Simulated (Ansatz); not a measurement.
## GaSe: what a change does to the field gradients

Base: an entry of the Crystallography Open Database (COD) whose atoms were relaxed with PBE, the cell held.

```
Ga Se
1.0
     3.75000    0.00000    0.00000
    -1.87500    3.24760    0.00000
     0.00000    0.00000   15.92000
Ga Se
4 4
Direct
  0.33333 0.66667 0.92767
  0.66667 0.33333 0.42767
  0.33333 0.66667 0.57233
  0.66667 0.33333 0.07233
  0.33333 0.66667 0.15638
  0.66667 0.33333 0.65638
  0.33333 0.66667 0.34362
  0.66667 0.33333 0.84362
```

Sites (sets of like atoms) are named by element and the number of their first atom in this list.

The numbers come from a DFT calculation in Ansatz (PBE, plane waves and PAW, scalar-relativistic, 420 eV cutoff, Γ-centred 14×14×3 k-points, Fermi–Dirac smearing 0.05 eV).

Gradients in 10²¹ V/m²:

```csv
site,atoms,V_zz base,η base,V_zz variant,η variant
Ga,"1, 2, 3, 4",0.053,0.00,0.18,0.00
Se,"5, 6, 7, 8",16.64,0.00,15.75,0.00
```

(1) Which change was made?
A. z compressed by 1 %, ions relaxed
B. volume scaled by 0.98, ions relaxed
C. z stretched by 1 %, ions relaxed
D. volume scaled by 1.06, ions relaxed

Answers

(1) C. The largest change of V_zz is on Se, from 16.64 to 15.75. In per cent, |V_zz| changes by -5 on Se (all sites that start above 2).

With no gap above 0.1 eV, as in a metal, the gradients converge slowly in k; expect changes of a tenth or more on a denser mesh.
